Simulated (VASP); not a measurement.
Crystal: SiC (Moissanite 6H).

```
Si C
1.0
     3.09500    0.00000    0.00000
    -1.54750    2.68035    0.00000
     0.00000    0.00000   15.17000
Si C
6 6
Direct
  0.66667 0.33333 0.45830
  0.33333 0.66667 0.95830
  0.66667 0.33333 0.79170
  0.33333 0.66667 0.29170
  0.00000 0.00000 0.62500
  0.00000 0.00000 0.12500
  0.66667 0.33333 0.33330
  0.33333 0.66667 0.83330
  0.66667 0.33333 0.66670
  0.33333 0.66667 0.16670
  0.00000 0.00000 0.50000
  0.00000 0.00000 0.00000
```

```yaml
Program: VASP 6.6.1
Task: relaxation of cell and atoms
Functional: PBEsol
Dispersion: D3(BJ)
Potentials_or_basis: VASP PAW PBE potentials, release 64 (Si, C)
Cutoff: 600 eV
k_mesh: 10 × 10 × 2
Occupations: fermi-dirac, width 0.05 eV
Spin: no spin polarisation
```

At the start: pressure -6.6 GPa; volume 10.49 Å³/atom.

Q: Where does the relaxation end?

A: Over 7 steps the energy falls by 6.9 meV/atom and the volume is 10.17 Å³/atom (-3.0 %); space group P6_3mc (No. 186, to 0.05 Å).

The path:
| step | energy change (eV) | largest force (eV/Å) | pressure (GPa) | volume (Å³) |
| --- | --- | --- | --- | --- |
| 1 | 0.0000 | 0.1432 | -6.64 | 125.85 |
| 2 | 0.0135 | 0.1305 | 7.95 | 118.10 |
| 3 | -0.0823 | 0.0259 | -0.03 | 122.04 |
| 4 | -0.0823 | 0.0259 | 0.10 | 121.96 |
| 5 | -0.0824 | 0.0198 | -0.09 | 122.07 |
| 6 | -0.0824 | 0.0196 | -0.04 | 122.04 |
| 7 | -0.0824 | 0.0065 | 0.00 | 122.02 |

Final structure:
```cif
data_structure
_symmetry_space_group_name_H-M 'P 1'
_symmetry_Int_Tables_number 1
_cell_length_a 3.0623
_cell_length_b 3.0623
_cell_length_c 15.0250
_cell_angle_alpha 90.000
_cell_angle_beta 90.000
_cell_angle_gamma 120.000
_cell_volume 122.02
loop_
_atom_site_label
_atom_site_type_symbol
_atom_site_fract_x
_atom_site_fract_y
_atom_site_fract_z
_atom_site_occupancy
Si1 Si 0.66667 0.33333 0.45832 1
Si2 Si 0.33333 0.66667 0.95832 1
Si3 Si 0.66667 0.33333 0.79183 1
Si4 Si 0.33333 0.66667 0.29183 1
Si5 Si 0.00000 0.00000 0.62503 1
Si6 Si 0.00000 0.00000 0.12503 1
C1 C 0.66667 0.33333 0.33332 1
C2 C 0.33333 0.66667 0.83332 1
C3 C 0.66667 0.33333 0.66683 1
C4 C 0.33333 0.66667 0.16683 1
C5 C 0.00000 0.00000 0.49968 1
C6 C 0.00000 0.00000 0.99968 1
```

Caveat: the PAW data sets were made with another functional, which shifts forces and pressure a little.
